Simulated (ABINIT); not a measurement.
**TePb: band structure with HLE16**

TePb:

```
Pb Te
1.0
     0.00000    3.23100    3.23100
     3.23100    0.00000    3.23100
     3.23100    3.23100    0.00000
Pb Te
1 1
Direct
  0.00000 0.00000 0.00000
  0.50000 0.50000 0.50000
```

* Program: ABINIT 10.8.3 (patched build)
* Task: band structure
* Functional: HLE16
* Potentials or basis: JTH PAW PBE v2.0
* Cutoff: 463 eV
* k mesh: 7 × 7 × 7
* Occupations: fermi-dirac, width 0.05 eV
* Spin: no spin polarisation
* Fine-grid cutoff: 925.187 eV
* Exchange and correlation inside the PAW spheres: full angular mesh (pawxcdev 0, this build's default; the released program takes 1)

| Quantity | Value |
| --- | --- |
| Valence electrons inside the program's atomic spheres | Pb 11.52; Te 3.52 |

Levels at the corners of the path, in eV from the Fermi level:
| point | band 7 | band 8 | band 9 | band 10 | band 11 | band 12 | band 13 | band 14 |
| --- | --- | --- | --- | --- | --- | --- | --- | --- |
| Γ | -7.04 | -1.98 | -1.98 | -1.98 | 3.72 | 3.72 | 3.72 | 6.24 |
| X | -8.46 | -4.59 | -3.19 | -3.19 | 4.07 | 4.83 | 4.83 | 5.87 |
| W | -8.98 | -3.98 | -3.98 | -1.19 | 1.43 | 4.97 | 4.97 | 7.04 |
| K | -8.96 | -4.26 | -2.74 | -2.54 | 3.18 | 3.24 | 5.31 | 5.68 |
| Γ | -7.04 | -1.98 | -1.98 | -1.98 | 3.72 | 3.72 | 3.72 | 6.24 |
| L | -9.43 | -1.61 | -1.61 | -0.83 | 0.76 | 1.11 | 1.11 | 9.14 |
| U | -8.96 | -4.26 | -2.74 | -2.54 | 3.18 | 3.24 | 5.31 | 5.68 |
| W | -8.98 | -3.98 | -3.98 | -1.19 | 1.43 | 4.97 | 4.97 | 7.04 |
| L | -9.43 | -1.61 | -1.61 | -0.83 | 0.76 | 1.11 | 1.11 | 9.14 |
| K | -8.96 | -4.26 | -2.74 | -2.54 | 3.18 | 3.24 | 5.31 | 5.68 |

It took 110 s on 1 thread of Arm Neoverse V2 (shared host), peak memory 0.15 GiB.

Caveat: the potentials were made for a functional far from this one; this odd mesh misses L, where the gap lies, so gap, dielectric constants and Born charges aren't listed; spin-orbit coupling is left out, which moves the levels of the heavy elements.
